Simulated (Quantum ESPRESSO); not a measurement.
# As (Pm-3m) in Quantum ESPRESSO: notebook

Aim: see how the results for As move with the level of theory and the settings. Levels: PW91, WC, vdW-DF-cx. Tasks: phonons.

Program: Quantum ESPRESSO 7.5. These are calculated values, not measurements. Logs are shortened: lines on timing, memory, paths and dates and some standing lists are left out, and cuts for length are marked.

### Step 1. Starting point

Symmetry: Pm-3m, No. 221, cubic system. Conventional cell: a = 2.704 Å, b = 2.704 Å, c = 2.704 Å, α = 90.00°, β = 90.00°, γ = 90.00°. Around As (site symmetry m-3m) lie 6 As at 2.70 Å.

This isn't the form of As at room conditions, which is rhombohedral.

### Step 2. Phonons, PW91

Contents of pw.in:

```
&CONTROL
  calculation = 'scf'
  prefix = 'pwscf'
  outdir = './tmp'
  pseudo_dir = './pseudo'
  tprnfor = .true.
  tstress = .true.
  disk_io = 'low'
/
&SYSTEM
  ibrav = 0
  nat = 1
  ntyp = 1
  ecutwfc = 45
  ecutrho = 360
  nbnd = 7
  input_dft = 'pw91'
  occupations = 'smearing'
  smearing = 'mv'
  degauss = 0.01469973
/
&ELECTRONS
  conv_thr = 2d-10
  electron_maxstep = 120
  mixing_beta = 0.5
/
ATOMIC_SPECIES
As    74.9216 as_pbe_v1.uspp.F.UPF
CELL_PARAMETERS angstrom
   2.7036817444    0.0000000000    0.0000000000
   0.0000000000    2.7036817444    0.0000000000
   0.0000000000    0.0000000000    2.7036817444
ATOMIC_POSITIONS crystal
As     0.5000000000    0.5000000000    0.5000000000
K_POINTS automatic
10 10 10 0 0 0
```

Contents of relax.in:

```
&CONTROL
  calculation = 'vc-relax'
  prefix = 'pwscf'
  outdir = './tmp'
  pseudo_dir = './pseudo'
  tprnfor = .true.
  tstress = .true.
  disk_io = 'low'
  nstep = 40
  forc_conv_thr = 0.0001
  etot_conv_thr = 1d-06
/
&SYSTEM
  ibrav = 0
  nat = 1
  ntyp = 1
  ecutwfc = 45
  ecutrho = 360
  nbnd = 7
  input_dft = 'pw91'
  occupations = 'smearing'
  smearing = 'mv'
  degauss = 0.01469973
/
&ELECTRONS
  conv_thr = 2d-10
  electron_maxstep = 120
  mixing_beta = 0.5
/
&IONS
  ion_dynamics = 'bfgs'
/
&CELL
  cell_dynamics = 'bfgs'
  press = 0
  press_conv_thr = 0.2
/
ATOMIC_SPECIES
As    74.9216 as_pbe_v1.uspp.F.UPF
CELL_PARAMETERS angstrom
   2.7036817444    0.0000000000    0.0000000000
   0.0000000000    2.7036817444    0.0000000000
   0.0000000000    0.0000000000    2.7036817444
ATOMIC_POSITIONS crystal
As     0.5000000000    0.5000000000    0.5000000000
K_POINTS automatic
10 10 10 0 0 0
```

Contents of scf2.in:

```
&CONTROL
  calculation = 'scf'
  prefix = 'pwscf'
  outdir = './tmp'
  pseudo_dir = './pseudo'
  tprnfor = .true.
  tstress = .true.
  disk_io = 'low'
/
&SYSTEM
  ibrav = 0
  nat = 1
  ntyp = 1
  ecutwfc = 45
  ecutrho = 360
  nbnd = 7
  input_dft = 'pw91'
  occupations = 'smearing'
  smearing = 'mv'
  degauss = 0.01469973
/
&ELECTRONS
  conv_thr = 1d-13
  electron_maxstep = 120
  mixing_beta = 0.5
  startingpot = 'file'
  startingwfc = 'file'
/
ATOMIC_SPECIES
As    74.9216 as_pbe_v1.uspp.F.UPF
CELL_PARAMETERS angstrom
   2.7316132216    0.0000000000    0.0000000000
   0.0000000000    2.7316132216    0.0000000000
   0.0000000000    0.0000000000    2.7316132216
ATOMIC_POSITIONS crystal
As     0.5000000000    0.5000000000    0.5000000000
K_POINTS automatic
10 10 10 0 0 0
```

Contents of ph.in:

```
phonons of As
&INPUTPH
  prefix = 'pwscf'
  outdir = './tmp'
  tr2_ph = 1d-18
  fildyn = 'dyn'
  niter_ph = 90
  alpha_mix(1) = 0.4
/
0.0000000000 0.5000000000 0.0000000000
```

Potentials or basis: GBRV 1.5 PBE.

Run with:

```
$ OMP_NUM_THREADS=1 pw.x -in pw.in > pw.out
$ OMP_NUM_THREADS=1 pw.x -in relax.in > relax.out
$ OMP_NUM_THREADS=1 pw.x -in scf2.in > scf2.out
$ OMP_NUM_THREADS=1 ph.x -in ph.in > ph.out
```

pw.out:

```text
This program is part of the open-source Quantum ESPRESSO suite
     for quantum simulation of materials; please cite
         "P. Giannozzi et al., J. Phys.:Condens. Matter 21 395502 (2009);
         "P. Giannozzi et al., J. Phys.:Condens. Matter 29 465901 (2017);
         "P. Giannozzi et al., J. Chem. Phys. 152 154105 (2020);
     in publications or presentations arising from this work. More details at

     IMPORTANT: XC functional enforced from input :
     Exchange-correlation= PW91
                           (   1   4   2   2   0   0   0)
     Any further DFT definition will be discarded
     Please, verify this is what you really want

     Message from routine setup:
     using ibrav=0 with symmetry is DISCOURAGED, use correct ibrav instead

     G-vector sticks info
     --------------------
     sticks:   dense  smooth     PW     G-vecs:    dense   smooth      PW
     Sum         749     373    121                15515     5449    1021

     Using Slab Decomposition

     bravais-lattice index     =            0
     lattice parameter (alat)  =       5.1092  a.u.
     unit-cell volume          =     133.3716 (a.u.)^3
     number of atoms/cell      =            1
     number of atomic types    =            1
     number of electrons       =         5.00
     number of Kohn-Sham states=            7
     kinetic-energy cutoff     =      45.0000  Ry
     charge density cutoff     =     360.0000  Ry
     scf convergence threshold =      2.0E-10
     mixing beta               =       0.5000
     number of iterations used =            8  plain     mixing
     Exchange-correlation= PW91
                           (   1   4   2   2   0   0   0)

     celldm(1)=   5.109218  celldm(2)=   0.000000  celldm(3)=   0.000000
     celldm(4)=   0.000000  celldm(5)=   0.000000  celldm(6)=   0.000000

     crystal axes: (cart. coord. in units of alat)
               a(1) = (   1.000000   0.000000   0.000000 )
               a(2) = (   0.000000   1.000000   0.000000 )
               a(3) = (   0.000000   0.000000   1.000000 )

     reciprocal axes: (cart. coord. in units 2 pi/alat)
               b(1) = (  1.000000  0.000000  0.000000 )
               b(2) = (  0.000000  1.000000  0.000000 )
               b(3) = (  0.000000  0.000000  1.000000 )

     PseudoPot. # 1 for As read from file:
     as_pbe_v1.uspp.F.UPF
     Pseudo is Ultrasoft + core correction, Zval =  5.0
     Generated by new atomic code, or converted to UPF format
     Using radial grid of  875 points,  6 beta functions with:
                l(1) =   0
                l(2) =   0
                l(3) =   1
                l(4) =   1
                l(5) =   2
                l(6) =   2
     Q(r) pseudized with  8 coefficients,  rinner =    1.300   1.300   1.300
                                                       1.300   1.300

     atomic species   valence    mass     pseudopotential
     As                5.00    74.92160     As( 1.00)

     48 Sym. Ops., with inversion, found

   Cartesian axes

     site n.     atom                  positions (alat units)
         1        As     tau(   1) = (   0.5000000   0.5000000   0.5000000  )

     number of k points=    56  Marzari-Vanderbilt smearing, width (Ry)=  0.0147
                       cart. coord. in units 2pi/alat
        k(    1) = (   0.0000000   0.0000000   0.0000000), wk =   0.0020000
        k(    2) = (   0.0000000   0.0000000   0.1000000), wk =   0.0120000
        k(    3) = (   0.0000000   0.0000000   0.2000000), wk =   0.0120000
        k(    4) = (   0.0000000   0.0000000   0.3000000), wk =   0.0120000
        k(    5) = (   0.0000000   0.0000000   0.4000000), wk =   0.0120000
        k(    6) = (   0.0000000   0.0000000  -0.5000000), wk =   0.0060000
[... 48 lines left out ...]
        k(   55) = (   0.4000000  -0.5000000  -0.5000000), wk =   0.0120000
        k(   56) = (  -0.5000000  -0.5000000  -0.5000000), wk =   0.0020000

     Dense  grid:    15515 G-vectors     FFT dimensions: (  32,  32,  32)

     Smooth grid:     5449 G-vectors     FFT dimensions: (  24,  24,  24)

     Initial potential from superposition of free atoms

     starting charge       4.9998, renormalised to       5.0000
     Starting wfcs are    4 randomized atomic wfcs +    3 random wfcs

     Self-consistent Calculation

     iteration #  1     ecut=    45.00 Ry     beta= 0.50
     Davidson diagonalization with overlap
     ethr =  1.00E-02,  avg # of iterations =  6.1

     Threshold (ethr) on eigenvalues was too large:
     Diagonalizing with lowered threshold

     Davidson diagonalization with overlap
     ethr =  4.92E-05,  avg # of iterations =  5.1

     total energy              =     -40.41273467 Ry
     estimated scf accuracy    <       0.00245952 Ry

     iteration #  2     ecut=    45.00 Ry     beta= 0.50
     Davidson diagonalization with overlap
     ethr =  4.92E-05,  avg # of iterations =  1.0

     total energy              =     -40.41290001 Ry
     estimated scf accuracy    <       0.00064445 Ry

     iteration #  3     ecut=    45.00 Ry     beta= 0.50
     Davidson diagonalization with overlap
     ethr =  1.29E-05,  avg # of iterations =  1.2

     total energy              =     -40.41292180 Ry
     estimated scf accuracy    <       0.00000019 Ry

     iteration #  4     ecut=    45.00 Ry     beta= 0.50
     Davidson diagonalization with overlap
     ethr =  3.83E-09,  avg # of iterations =  8.6

     total energy              =     -40.41293514 Ry
     estimated scf accuracy    <       0.00000004 Ry

     iteration #  5     ecut=    45.00 Ry     beta= 0.50
     Davidson diagonalization with overlap
     ethr =  8.88E-10,  avg # of iterations =  2.2

     total energy              =     -40.41293516 Ry
     estimated scf accuracy    <          8.3E-10 Ry

     iteration #  6     ecut=    45.00 Ry     beta= 0.50
     Davidson diagonalization with overlap
     ethr =  1.65E-11,  avg # of iterations =  4.6

     End of self-consistent calculation

          k = 0.0000 0.0000 0.0000 (   691 PWs)   bands (ev):

    -6.7602  12.4028  12.4028  12.4028  16.8583  16.8583  18.8129

          k = 0.0000 0.0000 0.1000 (   695 PWs)   bands (ev):

    -6.5765  10.3502  12.5627  12.5627  17.0289  18.0809  20.1603

          k = 0.0000 0.0000 0.2000 (   683 PWs)   bands (ev):

    -6.0361   7.2729  13.0196  13.0196  17.5279  18.8936  23.8198

          k = 0.0000 0.0000 0.3000 (   683 PWs)   bands (ev):

    -5.1851   4.4698  13.6883  13.6883  18.2995  19.8715  25.7885

          k = 0.0000 0.0000 0.4000 (   683 PWs)   bands (ev):

    -4.1899   2.2743  14.3638  14.3638  19.1654  21.1811  23.9406

          k = 0.0000 0.0000-0.5000 (   682 PWs)   bands (ev):

    -3.6353   1.3160  14.6731  14.6731  19.6167  22.5836  23.1300

          k = 0.0000 0.1000 0.1000 (   693 PWs)   bands (ev):

    -6.3929  10.3508  10.6984  12.7224  17.6947  19.6489  20.6004

          k = 0.0000 0.1000 0.2000 (   685 PWs)   bands (ev):
[... 31 lines left out ...]
          k = 0.0000 0.3000 0.3000 (   676 PWs)   bands (ev):

    -3.6047   5.6499   6.2216  14.9462  16.3833  20.9938  26.8614

          k = 0.0000 0.3000 0.4000 (   680 PWs)   bands (ev):

    -2.5986   3.7162   6.7983  14.4198  15.5992  22.1181  25.3899

          k = 0.0000 0.3000-0.5000 (   686 PWs)   bands (ev):

    -2.0319   2.7566   7.2098  13.6175  15.8953  22.9070  24.7185

          k = 0.0000 0.4000 0.4000 (   680 PWs)   bands (ev):

    -1.5734   4.4008   4.7392  12.4101  16.2336  23.3036  26.1166

          k = 0.0000 0.4000-0.5000 (   678 PWs)   bands (ev):

    -0.9853   3.5765   4.9896  11.6028  16.5189  24.1374  25.6241

          k = 0.0000-0.5000-0.5000 (   680 PWs)   bands (ev):

    -0.3726   3.9804   3.9804  10.8001  16.7978  25.0274  26.1056

          k = 0.1000 0.1000 0.1000 (   697 PWs)   bands (ev):

    -6.2093  10.5144  10.5144  11.0726  19.8136  19.8137  20.9165

          k = 0.1000 0.1000 0.2000 (   689 PWs)   bands (ev):

    -5.6687   7.6040  10.9844  11.4244  20.2902  20.8880  23.6360

          k = 0.1000 0.1000 0.3000 (   684 PWs)   bands (ev):

    -4.8174   4.8143  11.6811  12.1774  20.8916  20.9977  23.2870

          k = 0.1000 0.1000 0.4000 (   675 PWs)   bands (ev):

    -3.8209   2.6222  12.4010  13.0029  19.9000  21.1891  21.9792

          k = 0.1000 0.1000-0.5000 (   668 PWs)   bands (ev):

    -3.2650   1.6636  12.7387  13.4171  19.2814  20.5455  22.2808

          k = 0.1000 0.2000 0.2000 (   688 PWs)   bands (ev):

    -5.1279   7.8486   8.3899  11.7185  20.7966  21.9981  24.6160

          k = 0.1000 0.2000 0.3000 (   687 PWs)   bands (ev):

    -4.2757   5.3088   8.9012  12.4429  19.1755  21.8918  23.6766
[... 9 lines left out ...]
          k = 0.1000 0.3000 0.3000 (   682 PWs)   bands (ev):

    -3.4205   5.8158   6.3926  13.1455  16.6208  22.4053  24.4518

          k = 0.1000 0.3000 0.4000 (   683 PWs)   bands (ev):

    -2.4137   3.8870   6.9631  13.8712  14.6629  21.9626  24.0224

          k = 0.1000 0.3000-0.5000 (   682 PWs)   bands (ev):

    -1.8461   2.9276   7.3713  13.7947  14.2927  21.3751  24.3452

          k = 0.1000 0.4000 0.4000 (   680 PWs)   bands (ev):

    -1.3875   4.5670   4.9098  12.5870  14.6645  22.6945  23.2811

          k = 0.1000 0.4000-0.5000 (   674 PWs)   bands (ev):

    -0.7981   3.7447   5.1561  11.7884  14.9997  22.3448  23.4908

          k = 0.1000-0.5000-0.5000 (   676 PWs)   bands (ev):

    -0.1836   4.1466   4.1466  10.9889  15.3316  22.8872  22.8872

          k = 0.2000 0.2000 0.2000 (   690 PWs)   bands (ev):

    -4.5868   8.3241   8.3241   9.2884  21.2011  23.1138  23.1138

          k = 0.2000 0.2000 0.3000 (   683 PWs)   bands (ev):

    -3.7337   5.7982   9.0314   9.8432  19.2825  20.4736  23.4237

          k = 0.2000 0.2000 0.4000 (   678 PWs)   bands (ev):

    -2.7318   3.6261   9.7663  10.7426  17.3643  18.5552  24.2356

          k = 0.2000 0.2000-0.5000 (   668 PWs)   bands (ev):

    -2.1696   2.6668  10.1135  11.2273  16.5229  17.8123  24.6842

          k = 0.2000 0.3000 0.3000 (   678 PWs)   bands (ev):

    -2.8775   6.2931   6.8707  10.2575  17.1201  20.4819  21.2113

          k = 0.2000 0.3000 0.4000 (   678 PWs)   bands (ev):

    -1.8676   4.3804   7.4251  11.0739  15.1348  18.8848  21.7755

          k = 0.2000 0.3000-0.5000 (   670 PWs)   bands (ev):

    -1.2961   3.4216   7.8194  11.5058  14.2998  18.1288  22.2535

          k = 0.2000 0.4000 0.4000 (   674 PWs)   bands (ev):

    -0.8372   5.0446   5.4018  11.8312  13.1631  19.6627  20.0285

          k = 0.2000 0.4000-0.5000 (   678 PWs)   bands (ev):

    -0.2426   4.2291   5.6343  12.2400  12.3361  19.0799  20.3788

          k = 0.2000-0.5000-0.5000 (   680 PWs)   bands (ev):

     0.3792   4.6243   4.6243  11.5487  12.6051  19.6324  19.6324

          k = 0.3000 0.3000 0.3000 (   672 PWs)   bands (ev):

    -2.0179   7.0026   7.0026   8.1816  17.2713  18.5142  18.5142

          k = 0.3000 0.3000 0.4000 (   680 PWs)   bands (ev):

    -0.9990   5.1200   7.7394   8.7821  15.5495  16.5826  19.1348

          k = 0.3000 0.3000-0.5000 (   674 PWs)   bands (ev):

    -0.4170   4.1642   8.0873   9.2399  14.7081  15.8364  19.6337

          k = 0.3000 0.4000 0.4000 (   671 PWs)   bands (ev):

     0.0431   5.7542   6.1274   9.1574  13.9836  16.9846  17.3265

          k = 0.3000 0.4000-0.5000 (   668 PWs)   bands (ev):

     0.6519   4.9521   6.3375   9.5382  13.2006  16.3741  17.6954

          k = 0.3000-0.5000-0.5000 (   668 PWs)   bands (ev):

     1.2935   5.3337   5.3337   9.8837  12.4478  16.9296  16.9296

          k = 0.4000 0.4000 0.4000 (   672 PWs)   bands (ev):

     1.1152   6.4900   6.4900   7.3868  14.6004  15.3938  15.3938

          k = 0.4000 0.4000-0.5000 (   674 PWs)   bands (ev):

     1.7611   5.7086   6.8368   7.5354  14.0345  14.6480  15.7535

          k = 0.4000-0.5000-0.5000 (   676 PWs)   bands (ev):

     2.4561   6.0689   6.0689   7.5784  13.5590  14.9971  14.9971

          k =-0.5000-0.5000-0.5000 (   672 PWs)   bands (ev):

     3.2309   6.4152   6.4152   6.4152  14.2517  14.2517  14.2517

     the Fermi energy is     8.1726 ev

!    total energy              =     -40.41293517 Ry
     estimated scf accuracy    <          1.5E-10 Ry
     smearing contrib. (-TS)   =       0.00009738 Ry
     internal energy E=F+TS    =     -40.41303254 Ry

     The total energy is F=E-TS. E is the sum of the following terms:
     one-electron contribution =       4.67205037 Ry
     hartree contribution      =       0.50624999 Ry
     xc contribution           =     -31.70810525 Ry
     ewald contribution        =     -13.88322766 Ry

     convergence has been achieved in   6 iterations

     Forces acting on atoms (cartesian axes, Ry/au):

     atom    1 type  1   force =     0.00000000    0.00000000    0.00000000

     Total force =     0.000000     Total SCF correction =     0.000000

     Computing stress (Cartesian axis) and pressure

          total   stress  (Ry/bohr**3)                   (kbar)     P=       27.19
   0.00018486   0.00000000   0.00000000           27.19        0.00        0.00
   0.00000000   0.00018486   0.00000000            0.00       27.19        0.00
   0.00000000   0.00000000   0.00018486            0.00        0.00       27.19

=------------------------------------------------------------------------------=
   JOB DONE.
=------------------------------------------------------------------------------=
```

It took 63 s on 1 thread of Arm Neoverse V2, shared host; peak memory 0.09 GiB.

What came out:

```yaml
Free_energy: -549.8512 eV
Relaxed_volume: 20.38 Å³/atom
Relaxed_cell: a = 2.732 Å, b = 2.732 Å, c = 2.732 Å, α = 90.00°, β = 90.00°, γ = 90.00°
Space_group_after_relaxing_to_0.05_Å: Pm-3m (No. 221)
Pressure_after_relaxing: 0.0 GPa
Band_gap_on_the_k_mesh: none (metal or under the smearing width)
Highest_phonon_frequency_at_the_q_point_run: 56 cm⁻¹
```

Step by step:
| step | energy change (eV) | largest force (eV/Å) | pressure (GPa) | volume (Å³) |
| --- | --- | --- | --- | --- |
| 1 | 0.0000 | 0.0000 | 2.72 | 19.76 |
| 2 | -0.0036 | 0.0000 | 1.45 | 20.04 |
| 3 | -0.0051 | 0.0000 | 0.16 | 20.34 |
| 4 | -0.0051 | 0.0000 | 0.01 | 20.38 |
| 5 | -0.0051 | 0.0000 | 0.00 | 20.38 |

Final structure:
```cif
data_structure
_symmetry_space_group_name_H-M 'P 1'
_symmetry_Int_Tables_number 1
_cell_length_a 2.7316
_cell_length_b 2.7316
_cell_length_c 2.7316
_cell_angle_alpha 90.000
_cell_angle_beta 90.000
_cell_angle_gamma 90.000
_cell_volume 20.38
loop_
_atom_site_label
_atom_site_type_symbol
_atom_site_fract_x
_atom_site_fract_y
_atom_site_fract_z
_atom_site_occupancy
As1 As 0.50000 0.50000 0.50000 1
```

Phonon frequencies in cm⁻¹ (negative: imaginary):
| q point | frequencies |
| --- | --- |
| (0.000, 0.500, 0.000) | 44 56 56 |

Phonon modes at q = (0.000, 0.500, 0.000) in reciprocal lattice units:
| mode | symmetry | cm⁻¹ |
| --- | --- | --- |
| 1 | A_1g | 44 |
| 2 | E_g | 56 |
| 3 | E_g | 56 |

Caveat: the mesh is thin for the phonons of a metal; the potentials were made for another functional, which shifts forces and pressure.

(Part 1 of 3 ends here.)
